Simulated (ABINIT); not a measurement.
# KBr (Fm-3m) in ABINIT: settings compared

One crystal, KBr, is run at these levels: BP86+D2, HCTH407; tasks: equation of state.

Program: ABINIT 10.8.3 (patched build). These are calculated values, not measurements. Logs are shortened: lines on timing, memory, paths and dates and some standing lists are left out, and cuts for length are marked. The log counts tension as positive stress, the text compression.

### 1 The crystal as given

Symmetry: Fm-3m, No. 225, cubic system. Conventional cell: a = 6.600 Å, b = 6.600 Å, c = 6.600 Å, α = 90.00°, β = 90.00°, γ = 90.00°. Br (site symmetry m-3m) has 6 K at 3.30 Å as nearest neighbours. Around K (site symmetry m-3m) lie 6 Br at 3.30 Å.

### 2 Equation of state, BP86+D2

run.abi reads:

```
ndtset 7
getwfk -1
scalecart1 3*0.9795861087
scalecart2 3*0.9864848297
scalecart3 3*0.9932883884
scalecart4 3*1.0000000000
scalecart5 3*1.0066227096
scalecart6 3*1.0131594038
scalecart7 3*1.0196128224

pp_dirpath "./"
pseudos "Br.GGA_PBE-JTH.xml, K.GGA_PBE-JTH.xml"

acell 8.8191718382 8.8191718382 8.8191718382
rprim
     0.0000000000     0.7071067812     0.7071067812
     0.7071067812     0.0000000000     0.7071067812
     0.7071067812     0.7071067812     0.0000000000
ntypat 2
znucl 35 19
natom 2
typat 1 2
xred
     0.5000000000     0.5000000000     0.5000000000
     0.0000000000     0.0000000000     0.0000000000

ecut 16.0
pawecutdg 32.0

kptopt 1
ngkpt 7 7 7
nshiftk 1
shiftk 0.0 0.0 0.0

ixc -106132
vdw_xc 5

nband 12
occopt 3
tsmear 0.00183747

nstep 100
tolvrs 1.0e-9

iomode 3
prtwf 1
prtden 0
prteig 0
prtebands 0
enunit 1
```

Potentials or basis: JTH PAW PBE v2.0.

The run is started by

```sh
abinit run.abi > log 2>&1
```

run.abo:

```text
.Version 10.8.3 of ABINIT
 DATASET    1 : space group Fm -3 m (#225); Bravais cF (face-center cubic)
================================================================================
 Values of the parameters that define the memory need for DATASET  1.
     intxc =       0    ionmov =       0      iscf =      17    lmnmax =      13
     lnmax =       5     mgfft =      32  mpssoang =       3    mqgrid =    3001
     natom =       2  nloc_mem =       2    nspden =       1   nspinor =       1
    nsppol =       1      nsym =      48    n1xccc =       1    ntypat =       2
    occopt =       3   xclevel =       2
       mpw =        1401          nfft =       32768          nkpt =          20
 PAW method is used; the additional fine FFT grid is defined by:
   mgfftf=        45    nfftf =     91125
================================================================================
================================================================================
[... 71 lines left out ...]
 DATASET    7 : space group Fm -3 m (#225); Bravais cF (face-center cubic)
================================================================================
 Values of the parameters that define the memory need for DATASET  7.
     intxc =       0    ionmov =       0      iscf =      17    lmnmax =      13
     lnmax =       5     mgfft =      36  mpssoang =       3    mqgrid =    3001
     natom =       2  nloc_mem =       2    nspden =       1   nspinor =       1
    nsppol =       1      nsym =      48    n1xccc =       1    ntypat =       2
    occopt =       3   xclevel =       2
       mpw =        1592          nfft =       46656          nkpt =          20
 PAW method is used; the additional fine FFT grid is defined by:
   mgfftf=        48    nfftf =    110592
================================================================================
================================================================================

--------------------------------------------------------------------------------
------------- Echo of variables that govern the present computation ------------
--------------------------------------------------------------------------------
 -outvars: echo values of preprocessed input variables --------
            acell      8.8191718382E+00  8.8191718382E+00  8.8191718382E+00 Bohr
              amu      7.99040000E+01  3.90983000E+01
             ecut      1.60000000E+01 Hartree
           enunit           1
           getwfk          -1
              ixc     -106132
           jdtset        1    2    3    4    5    6    7
         kptrlatt        7    0    0      0    7    0      0    0    7
          kptrlen1     6.04739676E+01
          kptrlen2     6.08998546E+01
          kptrlen3     6.13198669E+01
          kptrlen4     6.17342029E+01
          kptrlen5     6.21430506E+01
          kptrlen6     6.25465882E+01
          kptrlen7     6.29449848E+01
            natom           2
            nband          12
           ndtset           7
            ngfft1         32      32      32
            ngfft2         32      32      32
            ngfft3         32      32      32
            ngfft4         32      32      32
            ngfft5         32      32      32
            ngfft6         36      36      36
            ngfft7         36      36      36
          ngfftdg1         45      45      45
          ngfftdg2         48      48      48
          ngfftdg3         48      48      48
          ngfftdg4         48      48      48
          ngfftdg5         48      48      48
          ngfftdg6         48      48      48
          ngfftdg7         48      48      48
             nkpt          20
            nstep         100
             nsym          48
           ntypat           2
           occopt           3
        pawecutdg      3.20000000E+01 Hartree
         pawxcdev           0
           prtden           0
        prtebands           0
           prteig           0
            rprim1     0.0000000000E+00  6.9267198023E-01  6.9267198023E-01
                       6.9267198023E-01  0.0000000000E+00  6.9267198023E-01
                       6.9267198023E-01  6.9267198023E-01  0.0000000000E+00
            rprim2     0.0000000000E+00  6.9755011263E-01  6.9755011263E-01
                       6.9755011263E-01  0.0000000000E+00  6.9755011263E-01
                       6.9755011263E-01  6.9755011263E-01  0.0000000000E+00
            rprim3     0.0000000000E+00  7.0236095512E-01  7.0236095512E-01
                       7.0236095512E-01  0.0000000000E+00  7.0236095512E-01
                       7.0236095512E-01  7.0236095512E-01  0.0000000000E+00
            rprim4     0.0000000000E+00  7.0710678120E-01  7.0710678120E-01
                       7.0710678120E-01  0.0000000000E+00  7.0710678120E-01
                       7.0710678120E-01  7.0710678120E-01  0.0000000000E+00
            rprim5     0.0000000000E+00  7.1178974407E-01  7.1178974407E-01
                       7.1178974407E-01  0.0000000000E+00  7.1178974407E-01
                       7.1178974407E-01  7.1178974407E-01  0.0000000000E+00
            rprim6     0.0000000000E+00  7.1641188486E-01  7.1641188486E-01
                       7.1641188486E-01  0.0000000000E+00  7.1641188486E-01
                       7.1641188486E-01  7.1641188486E-01  0.0000000000E+00
            rprim7     0.0000000000E+00  7.2097514092E-01  7.2097514092E-01
                       7.2097514092E-01  0.0000000000E+00  7.2097514092E-01
                       7.2097514092E-01  7.2097514092E-01  0.0000000000E+00
          spgroup         225
           tolvrs      1.00000000E-09
           tsmear      1.83747000E-03 Hartree
            typat      1  2
           useylm           1
           vdw_xc           5
           xangst1     3.2326341566E+00  3.2326341566E+00  3.2326341566E+00
                       0.0000000000E+00  0.0000000000E+00  0.0000000000E+00
           xangst2     3.2553999359E+00  3.2553999359E+00  3.2553999359E+00
                       0.0000000000E+00  0.0000000000E+00  0.0000000000E+00
           xangst3     3.2778516795E+00  3.2778516795E+00  3.2778516795E+00
                       0.0000000000E+00  0.0000000000E+00  0.0000000000E+00
           xangst4     3.2999999978E+00  3.2999999978E+00  3.2999999978E+00
                       0.0000000000E+00  0.0000000000E+00  0.0000000000E+00
           xangst5     3.3218549395E+00  3.3218549395E+00  3.3218549395E+00
                       0.0000000000E+00  0.0000000000E+00  0.0000000000E+00
           xangst6     3.3434260303E+00  3.3434260303E+00  3.3434260303E+00
                       0.0000000000E+00  0.0000000000E+00  0.0000000000E+00
           xangst7     3.3647223117E+00  3.3647223117E+00  3.3647223117E+00
                       0.0000000000E+00  0.0000000000E+00  0.0000000000E+00
            xcart1     6.1087932212E+00  6.1087932212E+00  6.1087932212E+00
                       0.0000000000E+00  0.0000000000E+00  0.0000000000E+00
            xcart2     6.1518143091E+00  6.1518143091E+00  6.1518143091E+00
                       0.0000000000E+00  0.0000000000E+00  0.0000000000E+00
            xcart3     6.1942419557E+00  6.1942419557E+00  6.1942419557E+00
                       0.0000000000E+00  0.0000000000E+00  0.0000000000E+00
            xcart4     6.2360962114E+00  6.2360962114E+00  6.2360962114E+00
                       0.0000000000E+00  0.0000000000E+00  0.0000000000E+00
            xcart5     6.2773960656E+00  6.2773960656E+00  6.2773960656E+00
                       0.0000000000E+00  0.0000000000E+00  0.0000000000E+00
            xcart6     6.3181595195E+00  6.3181595195E+00  6.3181595195E+00
                       0.0000000000E+00  0.0000000000E+00  0.0000000000E+00
            xcart7     6.3584036588E+00  6.3584036588E+00  6.3584036588E+00
                       0.0000000000E+00  0.0000000000E+00  0.0000000000E+00
             xred      5.0000000000E-01  5.0000000000E-01  5.0000000000E-01
                       0.0000000000E+00  0.0000000000E+00  0.0000000000E+00
            znucl       35.00000   19.00000

================================================================================

 chkinp: Checking input parameters for consistency, jdtset=   1.

 chkinp: Checking input parameters for consistency, jdtset=   2.
[... 36 lines left out ...]
 getcut: wavevector=  0.0000  0.0000  0.0000  ngfft=  45  45  45
         ecut(hartree)=     32.000   => boxcut(ratio)=   2.00006

--- Pseudopotential description ------------------------------------------------
- pspini: atom type   1  psp file is ./Br.GGA_PBE-JTH.xml
 Pseudopotential format is: paw10
 basis_size (lnmax)=  4 (lmn_size=  8), orbitals=   0   0   1   1
 Spheres core radius: rc_sph= 2.20918964
 Shapefunction is BESSEL type: shapef(r,l)=aa(1,l)*jl(q(1,l)*r)+aa(2,l)*jl(q(2,l)*r)
 Radius for shape functions =  2.00422552
 Compensation charge density is not taken into account in XC energy/potential

- pspini: atom type   2  psp file is ./K.GGA_PBE-JTH.xml
 Pseudopotential format is: paw10
 basis_size (lnmax)=  5 (lmn_size= 13), orbitals=   0   0   1   1   2
 Spheres core radius: rc_sph= 2.10865939
 Shapefunction is SIN type: shapef(r)=[sin(pi*r/rshp)/(pi*r/rshp)]**2
 Radius for shape functions =  2.00653367
 Compensation charge density is not taken into account in XC energy/potential

   6.84131910E+02                                ecore*ucvol(ha*bohr**3)
--------------------------------------------------------------------------------

================================================================================

--- !BeginCycle
iteration_state: {dtset: 1, }
solver: {iscf: 17, nstep: 100, nline: 4, wfoptalg: 10, }
tolerances: {tolvrs: 1.00E-09, }
...
[... 878 lines left out ...]
 getcut: wavevector=  0.0000  0.0000  0.0000  ngfft=  36  36  36
         ecut(hartree)=     16.000   => boxcut(ratio)=   2.23755

 getcut : COMMENT -
  Note that boxcut > 2.2 ; recall that boxcut=Gcut(box)/Gcut(sphere) = 2
  is sufficient for exact treatment of convolution.
  Such a large boxcut is a waste : you could raise ecut
  e.g. ecut=   20.026432 Hartrees makes boxcut=2

 Fine grid specifications (used for densities):

 getcut: wavevector=  0.0000  0.0000  0.0000  ngfft=  48  48  48
         ecut(hartree)=     32.000   => boxcut(ratio)=   2.10958
--------------------------------------------------------------------------------
[... 170 lines left out ...]
 getcut: wavevector=  0.0000  0.0000  0.0000  ngfft=  36  36  36
         ecut(hartree)=     16.000   => boxcut(ratio)=   2.22338

 getcut : COMMENT -
  Note that boxcut > 2.2 ; recall that boxcut=Gcut(box)/Gcut(sphere) = 2
  is sufficient for exact treatment of convolution.
  Such a large boxcut is a waste : you could raise ecut
  e.g. ecut=   19.773729 Hartrees makes boxcut=2

 Fine grid specifications (used for densities):

 getcut: wavevector=  0.0000  0.0000  0.0000  ngfft=  48  48  48
         ecut(hartree)=     32.000   => boxcut(ratio)=   2.09623
--------------------------------------------------------------------------------
[... 143 lines left out ...]
-Cartesian components of stress tensor (GPa)         [Pressure= -9.3242E-01 GPa]
- sigma(1 1)=  9.32424196E-01  sigma(3 2)=  0.00000000E+00
- sigma(2 2)=  9.32424196E-01  sigma(3 1)=  0.00000000E+00
- sigma(3 3)=  9.32424196E-01  sigma(2 1)=  0.00000000E+00

== END DATASET(S) ==============================================================
================================================================================

 -outvars: echo values of variables after computation  --------
            acell      8.8191718382E+00  8.8191718382E+00  8.8191718382E+00 Bohr
           etotal1    -4.2298173553E+01
           etotal2    -4.2298658583E+01
           etotal3    -4.2298981071E+01
           etotal4    -4.2299148234E+01
           etotal5    -4.2299165737E+01
           etotal6    -4.2299059532E+01
           etotal7    -4.2298832932E+01
            fcart1    -0.0000000000E+00 -0.0000000000E+00 -0.0000000000E+00
                      -0.0000000000E+00 -0.0000000000E+00 -0.0000000000E+00
            fcart2    -0.0000000000E+00 -0.0000000000E+00 -0.0000000000E+00
                      -0.0000000000E+00 -0.0000000000E+00 -0.0000000000E+00
            fcart3    -0.0000000000E+00 -0.0000000000E+00 -0.0000000000E+00
                      -0.0000000000E+00 -0.0000000000E+00 -0.0000000000E+00
            fcart4    -0.0000000000E+00 -0.0000000000E+00 -0.0000000000E+00
                      -0.0000000000E+00 -0.0000000000E+00 -0.0000000000E+00
            fcart5    -0.0000000000E+00 -0.0000000000E+00 -0.0000000000E+00
                      -0.0000000000E+00 -0.0000000000E+00 -0.0000000000E+00
[... 38 lines left out ...]
                       0.0000000000E+00  0.0000000000E+00  0.0000000000E+00
           xangst1     3.2326341566E+00  3.2326341566E+00  3.2326341566E+00
                       0.0000000000E+00  0.0000000000E+00  0.0000000000E+00
           xangst2     3.2553999359E+00  3.2553999359E+00  3.2553999359E+00
                       0.0000000000E+00  0.0000000000E+00  0.0000000000E+00
           xangst3     3.2778516795E+00  3.2778516795E+00  3.2778516795E+00
                       0.0000000000E+00  0.0000000000E+00  0.0000000000E+00
           xangst4     3.2999999978E+00  3.2999999978E+00  3.2999999978E+00
                       0.0000000000E+00  0.0000000000E+00  0.0000000000E+00
           xangst5     3.3218549395E+00  3.3218549395E+00  3.3218549395E+00
                       0.0000000000E+00  0.0000000000E+00  0.0000000000E+00
           xangst6     3.3434260303E+00  3.3434260303E+00  3.3434260303E+00
                       0.0000000000E+00  0.0000000000E+00  0.0000000000E+00
           xangst7     3.3647223117E+00  3.3647223117E+00  3.3647223117E+00
                       0.0000000000E+00  0.0000000000E+00  0.0000000000E+00
             xred      5.0000000000E-01  5.0000000000E-01  5.0000000000E-01
                       0.0000000000E+00  0.0000000000E+00  0.0000000000E+00
 Calculation completed.
```

It took 78 s on 1 thread of Arm Neoverse V2, shared host; peak memory 0.15 GiB.

What came out:

* Equilibrium volume: 36.41 Å³/atom
* Bulk modulus: 21 GPa
* Pressure derivative of the bulk modulus: 3.3 (rough: it moves with the points fitted)

Energy against volume, from the lowest point:
```csv
volume (Å³/atom),energy (meV/atom)
33.781,13.50
34.500,6.90
35.218,2.51
35.937,0.24
36.656,0.00
37.374,1.44
38.093,4.53
```

Caveat: pressures at fixed basis lie under the slope of the energies; the PAW data sets were made with another functional, which shifts forces and pressure a little. Zero-point motion and thermal expansion aren't in these numbers.

### 3 Equation of state, HCTH407

Changes to run.abi since step 2:

```diff
@@ -13,7 +13,7 @@
 
-acell 8.8191718382 8.8191718382 8.8191718382
+acell 3*1.0
 rprim
-     0.0000000000     0.7071067812     0.7071067812
-     0.7071067812     0.0000000000     0.7071067812
-     0.7071067812     0.7071067812     0.0000000000
+     0.0000000000     6.2360962113     6.2360962113
+     6.2360962113     0.0000000000     6.2360962113
+     6.2360962113     6.2360962113     0.0000000000
 ntypat 2
@@ -34,4 +34,3 @@
 
-ixc -106132
-vdw_xc 5
+ixc 27
 
@@ -39,3 +38,3 @@
 occopt 3
-tsmear 0.00183747
+tsmear 0.05 eV
 
@@ -49,2 +48 @@
 prtebands 0
-enunit 1
```

Potentials or basis: JTH PAW PBE v2.0.

The run is started by

```sh
abinit run.abi > log 2>&1
```

It took 1.8 min on 1 thread of Arm Neoverse V2, shared host; peak memory 0.14 GiB.

The run converged. Its results:

```
Equilibrium volume : outside the volumes run
```

Energy against volume, from the lowest point:
| volume (Å³/atom) | energy (meV/atom) |
| --- | --- |
| 33.781 | 77.43 |
| 34.500 | 59.05 |
| 35.218 | 43.35 |
| 35.937 | 29.60 |
| 36.656 | 18.08 |
| 37.374 | 8.30 |
| 38.093 | 0.00 |

Caveat: the PAW data sets were made with another functional, which shifts forces and pressure a little.
